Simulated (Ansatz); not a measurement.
Cubic perovskite LaAlO₃ (cubic high-temperature phase), treated with r²SCAN (plane waves, PAW; Ansatz, a program for electronic structure).

Numerical settings: plane-wave cutoff 500 eV, 8×8×8 k mesh, gaussian smearing 0.02 eV, scalar-relativistic PAW data made under PBE.

Computed at the level's own relaxed cell.

Problem. Give the computed volume per atom, equilibrium lattice constant a and band gap.

Solution. 
volume per atom: 10.86 Å³/atom
equilibrium lattice constant a: 3.787 Å
band gap: 4.02 eV (on the SCF k mesh)

Note: the relaxation could not lower the start's symmetry, so the cell can be a saddle point above a distorted one.

Spin–orbit coupling is not included.
